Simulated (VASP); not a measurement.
Input of a VASP 6.6.1 run:

POSCAR

```
HgSe
1.0
    0.0000000000      3.0913387891      3.0913387891
    3.0913387891      0.0000000000      3.0913387891
    3.0913387891      3.0913387891      0.0000000000
Hg Se
1 1
Direct
    0.0000000000      0.0000000000      0.0000000000
    0.7500000000      0.7500000000      0.7500000000
```

INCAR.step1

```
SYSTEM = HgSe
ALGO = Normal
EDIFF = 1E-4
ENCUT = 520
GGA = PE
ISMEAR = 0
LASPH = .True.
LCHARG = .False.
LREAL = .False.
LWAVE = .True.
NBANDS = 16
NELM = 100
PREC = Accurate
SIGMA = 0.1
```

INCAR.step2

```
SYSTEM = HgSe
ALGO = Normal
EDIFF = 1E-7
ENCUT = 520
ISIF = 2
ISMEAR = 0
ISTART = 1
LASPH = .True.
LCHARG = .False.
LMIXTAU = .True.
LREAL = .False.
LWAVE = .False.
METAGGA = R2SCAN
NBANDS = 16
NELM = 100
PREC = Accurate
SIGMA = 0.1
```

KPOINTS

```
k-points
0
Gamma
  12 12 12
  0 0 0
```

Potentials or basis: VASP PAW PBE potentials, release 64 (Hg, Se).

The run is started by

```sh
$ cat potpaw_PBE.64/Hg/POTCAR potpaw_PBE.64/Se/POTCAR > POTCAR
$ cp INCAR.step1 INCAR
$ mpirun -np 1 vasp_std > vasp.out
$ cp INCAR.step2 INCAR
$ mpirun -np 1 vasp_std > vasp.out
```

(1) Estimate the band gap on the k mesh.

(2) Estimate the pressure.

Results:

(1) none (metal or under the smearing width).

(2) 0.2 GPa.

Caveat: the PAW data sets were made with another functional, which shifts forces and pressure a little.
